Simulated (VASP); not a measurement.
# ZnO (P6_3mc) in VASP: notebook

The runs below take ZnO through relaxation of cell and atoms, with PBE.

All numbers are computed with VASP 6.6.1; they aren't measurements. Logs are shortened: lines on timing, memory, paths and dates and some standing lists are left out, and cuts for length are marked.

**1. The crystal as given**

Symmetry: P6_3mc, No. 186, hexagonal system. Conventional cell: a = 3.249 Å, b = 3.249 Å, c = 5.206 Å, α = 90.00°, β = 90.00°, γ = 120.00°. Around Zn (site symmetry 3m) lie 4 O at 1.97 to 1.98 Å. O (site symmetry 3m) is surrounded by 4 Zn at 1.97 to 1.98 Å.

**2. Relaxation of cell and atoms, PBE**

File INCAR:

```
SYSTEM = ZnO
PREC = Accurate
ENCUT = 520
EDIFF = 1E-7
ISMEAR = 0
SIGMA = 0.02
LREAL = .False.
LASPH = .True.
NELM = 100
ALGO = Fast
ISIF = 3
LWAVE = .False.
LCHARG = .False.
GGA = PE
IBRION = 2
NSW = 80
EDIFFG = -0.002
KPAR = 4
```

File KPOINTS:

```
regular mesh
0
Gamma
  12 12 6
  0 0 0
```

File POSCAR:

```
ZnO
1.0
    3.2493080000      0.0000000000      0.0000000000
   -1.6246540000      2.8139832700      0.0000000000
    0.0000000000      0.0000000000      5.2057090000
Zn O
2 2
Direct
    0.3333333300      0.6666666700      0.5000000000
    0.6666666700      0.3333333300      0.0000000000
    0.6666666700      0.3333333300      0.3790100000
    0.3333333300      0.6666666700      0.8790100000
```

Potentials or basis: VASP PAW PBE potentials, release 64 (Zn, O).

Run with:

```bash
cat potpaw_PBE.64/Zn/POTCAR potpaw_PBE.64/O/POTCAR > POTCAR
mpirun -np 4 vasp_std > vasp.out
```

OUTCAR:

```text
SYSTEM = ZnO
   PREC = Accurate
   ENCUT = 520
   EDIFF = 1E-7
   ISMEAR = 0
   LREAL = .False.
   LASPH = .True.
   NELM = 100
   ISIF = 3
   GGA = PE
   IBRION = 2
   NSW = 80
   EDIFFG = -0.002

 ion  position               nearest neighbor table
   1  0.333  0.667  0.500-   4 1.97   3 1.98   3 1.98   3 1.98
   2  0.667  0.333  0.000-   3 1.97   4 1.98   4 1.98   4 1.98
   3  0.667  0.333  0.379-   2 1.97   1 1.98   1 1.98   1 1.98
   4  0.333  0.667  0.879-   1 1.97   2 1.98   2 1.98   2 1.98

  LATTYP: Found a hexagonal cell.
 ALAT       =     3.2493080000
 C/A-ratio  =     1.6020977390

  Lattice vectors:

 A1 = (   3.2493080000,   0.0000000000,   0.0000000000)
 A2 = (  -1.6246540000,   2.8139832700,   0.0000000000)
 A3 = (   0.0000000000,   0.0000000000,   5.2057090000)

Analysis of symmetry for initial positions (statically):
=====================================================================
 Subroutine PRICEL returns:
 Original cell was already a primitive cell.

 Routine SETGRP: Setting up the symmetry group for a
 hexagonal supercell.

 Subroutine GETGRP returns: Found 12 space group operations
 (whereof  6 operations were pure point group operations)
 out of a pool of 24 trial point group operations.

The static configuration has the point symmetry C_3v.
 The point group associated with its full space group is C_6v.

Analysis of symmetry for dynamics (positions and initial velocities):
=====================================================================
 Subroutine PRICEL returns:
 Original cell was already a primitive cell.

 Routine SETGRP: Setting up the symmetry group for a
 hexagonal supercell.

 Subroutine GETGRP returns: Found 12 space group operations
 (whereof  6 operations were pure point group operations)
 out of a pool of 24 trial point group operations.

The dynamic configuration has the point symmetry C_3v.
 The point group associated with its full space group is C_6v.

 Subroutine INISYM returns: Found 12 space group operations
 (whereof  6 operations are pure point group operations),
 and found     1 'primitive' translations

----------------------------------------------------------------------------------------

                                     Primitive cell

  volume of cell :      47.5984

  direct lattice vectors                    reciprocal lattice vectors
     3.249308000  0.000000000  0.000000000     0.307757836  0.177684070  0.000000000
    -1.624654000  2.813983270  0.000000000     0.000000000  0.355368140  0.000000000
     0.000000000  0.000000000  5.205709000     0.000000000  0.000000000  0.192096792

  length of vectors
     3.249308000  3.249307998  5.205709000     0.355368140  0.355368140  0.192096792

  position of ions in fractional coordinates (direct lattice)
     0.333333330  0.666666670  0.500000000
     0.666666670  0.333333330  0.000000000
     0.666666670  0.333333330  0.379010000
     0.333333330  0.666666670  0.879010000

  ion indices of the primitive-cell ions
   primitive index   ion index
                 1           1
                 2           2
                 3           3
                 4           4

----------------------------------------------------------------------------------------

 KPOINTS: regular mesh

Automatic generation of k-mesh.
 Grid dimensions read from file:
 generate k-points for:   12   12    6

 Generating k-lattice:

  Cartesian coordinates                     Fractional coordinates (reciprocal lattice)
     0.025646486  0.014807006  0.000000000     0.083333333  0.000000000  0.000000000
     0.000000000  0.029614012  0.000000000     0.000000000  0.083333333  0.000000000
     0.000000000  0.000000000  0.032016132     0.000000000  0.000000000  0.166666667

  Length of vectors
     0.029614012  0.029614012  0.032016132

  Shift w.r.t. Gamma in fractional coordinates (k-lattice)
     0.000000000  0.000000000  0.000000000

 Subroutine IBZKPT returns following result:
 ===========================================

 Found     76 irreducible k-points:

 Following reciprocal coordinates:
            Coordinates               Weight
  0.000000  0.000000  0.000000      1.000000
  0.083333  0.000000  0.000000      6.000000
  0.166667  0.000000  0.000000      6.000000
  0.250000  0.000000  0.000000      6.000000
  0.333333  0.000000  0.000000      6.000000
  0.416667  0.000000  0.000000      6.000000
[... 16 lines left out ...]
  0.250000  0.000000  0.166667     12.000000
  0.333333  0.000000  0.166667     12.000000
 [... further k-points ...]
   k-points           NKPTS =     76   k-points in BZ     NKDIM =     76   number of bands    NBANDS=     22
   number of dos      NEDOS =    301   number of ions     NIONS =      4
   total plane-waves  NPLWV =  23040
   dimension x,y,z NGX =    24 NGY =   24 NGZ =   40
   dimension x,y,z NGXF=    48 NGYF=   48 NGZF=   80
   ions per type =               2   2
   NGX,Y,Z   is equivalent  to a cutoff of  12.28, 12.28, 12.77 a.u.
   NGXF,Y,Z  is equivalent  to a cutoff of  24.56, 24.56, 25.55 a.u.
 SYSTEM =  ZnO
   PREC   = accura    normal or accurate (medium, high low for compatibility)
   ISTART =      0    job   : 0-new  1-cont  2-samecut
   ICHARG =      2    charge: 1-file 2-atom 10-const
   ISPIN  =      1    spin polarized calculation?
   LNONCOLLINEAR =      F non collinear calculations
   LSORBIT =      F    spin-orbit coupling
   LASPH  =      T    aspherical Exc in radial PAW
   ENCUT  =  520.0 eV  38.22 Ry    6.18 a.u.   6.04  6.04  9.68*2*pi/ulx,y,z
   NELM   =    100;   NELMIN=  2; NELMDL= -5     # of ELM steps
   EDIFF  = 0.1E-06   stopping-criterion for ELM
   LREAL  =      F    real-space projection
   EDIFFG = -.2E-02   stopping-criterion for IOM
   NSW    =     80    number of steps for IOM
   IBRION =      2    ionic relax: 0-MD 1-quasi-New 2-CG
   NFREE  =      1    steps in history (QN), initial steepest desc. (CG)
   ISIF   =      3    stress and relaxation
   ISYM   =      2    0-nonsym 1-usesym 2-fastsym
   POTIM  = 0.5000    time-step for ionic-motion
   TEBEG  =    0.0;   TEEND  =   0.0 temperature during run
   PSTRESS=    0.0 pullay stress
   NELECT =      36.0000    total number of electrons
   NUPDOWN=      -1.0000    fix difference up-down
   EMIN   =  10.00;   EMAX   =-10.00  energy-range for DOS
   EFERMI =   0.00;   METHOD = LEGACY
   ISMEAR =     0;   SIGMA  =   0.02  broadening in eV -4-tet -1-fermi 0-gaus
   EFERMI_NEDOS =   21; number of points for ismear=-14 and -15
   IALGO  =     68    algorithm
   IMIX   =      4    mixing-type and parameters
     AMIX     =   0.40;   BMIX     =  1.00
     AMIX_MAG =   1.60;   BMIX_MAG =  1.00
  volume/ion in A,a.u.               =      11.90        80.30
  Fermi-wavevector in a.u.,A,eV,Ry     =   1.491574  2.818667 30.270160  2.224794
  Thomas-Fermi vector in A             =   2.604212
   LORBIT       =      0    0 simple, 1 ext, 2 COOP (PROOUT), +10 PAW based schemes
   GGA     = PE    functional components
   LHFCALC =     F    Hartree Fock is set to
   AEXX    =    0.0000 exact exchange contribution
   IVDW    =     0    specifies the selected vdW correction
   LEPSILON=     F    determine dielectric tensor
   LRPA    =     F    only Hartree local field effects (RPA)
 conjugate gradient relaxation of ions
 non-spin polarized calculation
 RMM-DIIS sequential band-by-band and
 Gauss-broadening in eV      SIGMA  =   0.02
  energy-cutoff  :      520.00
  volume of cell :       47.60
 maximum number of plane-waves:      1302
   NGX = 13   NGY = 13   NGZ = 19

--------------------------------------- Ionic step        1  -------------------------------------------

 number of electron      36.0000017 magnetization

 Free energy of the ion-electron system (eV)
  ---------------------------------------------------
  ext. energy  EPLUGINS =         0.00000000
  ---------------------------------------------------
  free energy    TOTEN  =       -17.82239378 eV

  energy without entropy =      -17.82239378  energy(sigma->0) =      -17.82239378

------------------------ aborting loop because EDIFF is reached ----------------------------------------

  FORCE on cell =-STRESS in cart. coord.  units (eV):
  Direction    XX          YY          ZZ          XY          YZ          ZX
  --------------------------------------------------------------------------------------
  -------------------------------------------------------------------------------------
  Total        1.5829048      1.5829048      2.1069319      0.0000000     -0.0000000      0.0000000
  in kB       53.2810904     53.2810903     70.9200114      0.0000000     -0.0000000      0.0000000
  external PRESSURE =      59.1607307 kB  Pullay stress =       0.0000000 kB
[... 95 lines left out ...]
  FREE ENERGIE OF THE ION-ELECTRON SYSTEM (eV)
  ---------------------------------------------------
  free  energy   TOTEN  =       -17.8599546864 eV

  energy  without entropy=      -17.8599546864  energy(sigma->0) =      -17.85995469

[... ionic steps 4 to 11 ...]

--------------------------------------- Ionic step       12  -------------------------------------------

 number of electron      36.0000037 magnetization

------------------------ aborting loop because EDIFF is reached ----------------------------------------

  FORCE on cell =-STRESS in cart. coord.  units (eV):
  Direction    XX          YY          ZZ          XY          YZ          ZX
  --------------------------------------------------------------------------------------
  -------------------------------------------------------------------------------------
  Total       -0.0173825     -0.0173825     -0.0118268      0.0000000      0.0000000      0.0000000
  in kB       -0.5609580     -0.5609580     -0.3816690      0.0000000      0.0000000      0.0000000
  external PRESSURE =      -0.5011950 kB  Pullay stress =       0.0000000 kB
[... 61 lines left out ...]
  energy  without entropy=      -17.8600838561  energy(sigma->0) =      -17.86008386

--------------------------------------- Ionic step       14  -------------------------------------------

 number of electron      36.0000037 magnetization

 Free energy of the ion-electron system (eV)
  ---------------------------------------------------
  ext. energy  EPLUGINS =         0.00000000
  ---------------------------------------------------
  free energy    TOTEN  =       -17.86008478 eV

  energy without entropy =      -17.86008478  energy(sigma->0) =      -17.86008478

 E-fermi :   1.0001     XC(G=0): -10.6912

 val. band max:        0.8383577033   @ k =   0.0000   0.0000   0.0000
 cond. band min:       1.5567692388   @ k =   0.0000   0.0000   0.0000
 fundamental gap:      0.7184115355
 Fermi energy:         1.0001423701

 k-point     1 :       0.0000    0.0000    0.0000
  band No.  band energies     occupation
      1     -16.9292      2.00000
      2     -16.2714      2.00000
      3      -4.6699      2.00000
      4      -4.6699      2.00000
      5      -4.6313      2.00000
      6      -4.4960      2.00000
[... 574 lines left out ...]
      6      -4.2946      2.00000
[... 14 lines left out ...]
     21       8.9958      0.00000
     22       9.5445      0.00000

 [... further k-points ...]
[... 5 lines left out ...]
  --------------------------------------------------------------------------------------
  -------------------------------------------------------------------------------------
  Total       -0.0076521     -0.0076521      0.0015503      0.0000000      0.0000000      0.0000000
  in kB       -0.2470471     -0.2470471      0.0500510      0.0000000      0.0000000      0.0000000
  external PRESSURE =      -0.1480144 kB  Pullay stress =       0.0000000 kB
[... 19 lines left out ...]
  FREE ENERGIE OF THE ION-ELECTRON SYSTEM (eV)
  ---------------------------------------------------
  free  energy   TOTEN  =       -17.8600847770 eV

  energy  without entropy=      -17.8600847770  energy(sigma->0) =      -17.86008478

 reached required accuracy - stopping structural energy minimisation
```

Wall time 97 s (4 MPI ranks of Intel Xeon Platinum 8488C (Sapphire Rapids), shared host); peak memory 0.21 GiB.

Results:

```
Free energy                            : -17.8601 eV
Relaxed volume                         : 12.41 Å³/atom
Relaxed cell                           : a = 3.287 Å, b = 3.287 Å, c = 5.304 Å, α = 90.00°, β = 90.00°, γ = 120.00°
Space group after relaxing (to 0.05 Å) : P6_3mc (No. 186)
Energy gained by relaxing              : 9.4 meV/atom
Ionic steps                            : 14
Pressure after relaxing                : 0.0 GPa
Band gap on the k mesh                 : 0.72 eV, direct
```

The path:
```csv
step,energy change (eV),largest force (eV/Å),pressure (GPa),volume (Å³)
1,0.0000,0.0740,5.92,47.60
2,-0.0285,0.0277,-2.67,50.69
3,-0.0376,0.0017,-0.01,49.64
4,-0.0375,0.0029,-0.18,49.68
5,-0.0376,0.0100,0.11,49.58
6,-0.0376,0.0084,0.06,49.60
7,-0.0376,0.0093,0.00,49.62
8,-0.0377,0.0103,-0.02,49.63
9,-0.0377,0.0122,-0.04,49.64
10,-0.0377,0.0116,0.00,49.64
11,-0.0377,0.0012,-0.06,49.65
12,-0.0377,0.0011,-0.05,49.65
13,-0.0377,0.0015,0.03,49.62
14,-0.0377,0.0006,-0.01,49.63
```

Final structure:
```
Zn O
1.0
     3.28680    0.00000    0.00000
    -1.64340    2.84645    0.00000
     0.00000    0.00000    5.30436
Zn O
2 2
Cartesian
  0.0000 1.8976 2.6520
  1.6434 0.9488 5.3042
  1.6434 0.9488 2.0106
  0.0000 1.8976 4.6628
```

Levels at points of the mesh, in eV from the valence-band top:
```csv
k point,band 14,band 15,band 16,band 17,band 18,band 19,band 20,band 21,band 22
"(0.00, 0.00, 0.00)",-0.75,-0.75,-0.08,0.00,0.00,0.72,5.07,8.05,12.69
"(0.50, 0.00, 0.00)",-3.41,-2.70,-2.12,-1.22,-0.79,5.60,6.81,7.52,8.22
"(0.00, 0.00, 0.50)",-2.22,-0.37,-0.37,-0.37,-0.37,3.35,3.35,9.89,9.89
"(0.50, 0.00, 0.50)",-3.68,-1.42,-1.42,-1.31,-1.31,5.63,5.63,8.19,8.19
```

PBE gaps usually lie below the measured ones, often by a third to a half. Zero-point motion and thermal expansion aren't in these numbers.

**3. Relaxation of cell and atoms, PBE**

This run uses another cell than the first one, of 12.41 Å³/atom, 1.043 times its volume.

INCAR is that of step 2.

KPOINTS is that of step 2.

File POSCAR:

```
ZnO                                     
1.0
    3.2867983301      0.0000000000      0.0000000000
   -1.6433991651      2.8464508482     -0.0000000000
    0.0000000000      0.0000000000      5.3043643856
  Zn              O             
     2     2
Direct
     0.3333333300000021    0.6666666699999979    0.4999656171473293
     0.6666666699999979    0.3333333300000021    0.9999656171473293
     0.6666666699999979    0.3333333300000021    0.3790443828526716
     0.3333333300000021    0.6666666699999979    0.8790443828526716
```

Potentials or basis: VASP PAW PBE potentials, release 64 (Zn, O).

Run with:

```bash
cat potpaw_PBE.64/Zn/POTCAR potpaw_PBE.64/O/POTCAR > POTCAR
mpirun -np 4 vasp_std > vasp.out
```

Run time: 47 s. Hardware: 4 MPI ranks of Intel Xeon Platinum 8488C (Sapphire Rapids), shared host; peak memory 0.2 GiB.

The run converged. Its results:

* Free energy: -17.8622 eV
* Relaxed volume: 12.41 Å³/atom
* Relaxed cell: a = 3.287 Å, b = 3.287 Å, c = 5.306 Å, α = 90.00°, β = 90.00°, γ = 120.00°
* Space group after relaxing (to 0.05 Å): P6_3mc (No. 186)
* Energy gained by relaxing: 0.0 meV/atom
* Ionic steps: 10
* Pressure after relaxing: 0.0 GPa
* Band gap on the k mesh: 0.72 eV, direct

Final structure:
```xyz
4
Lattice="3.2868 0.0000 0.0000 -1.6434 2.8464 0.0000 0.0000 0.0000 5.3060" Properties=species:S:1:pos:R:3 pbc="T T T"
Zn    0.0000    1.8976    2.6528
Zn    1.6434    0.9488    5.3058
O     1.6434    0.9488    2.0112
O     0.0000    1.8976    4.6642
```

Levels at points of the mesh, in eV from the valence-band top:
| k point | band 15 | band 16 | band 17 | band 18 | band 19 | band 20 | band 21 | band 22 |
| --- | --- | --- | --- | --- | --- | --- | --- | --- |
| (0.00, 0.00, 0.00) | -0.74 | -0.08 | 0.00 | 0.00 | 0.72 | 5.07 | 8.05 | 12.69 |
| (0.50, 0.00, 0.00) | -2.70 | -2.12 | -1.22 | -0.79 | 5.59 | 6.81 | 7.51 | 8.22 |
| (0.00, 0.00, 0.50) | -0.37 | -0.37 | -0.37 | -0.37 | 3.34 | 3.34 | 9.88 | 9.88 |
| (0.50, 0.00, 0.50) | -1.42 | -1.42 | -1.31 | -1.31 | 5.63 | 5.63 | 8.19 | 8.19 |
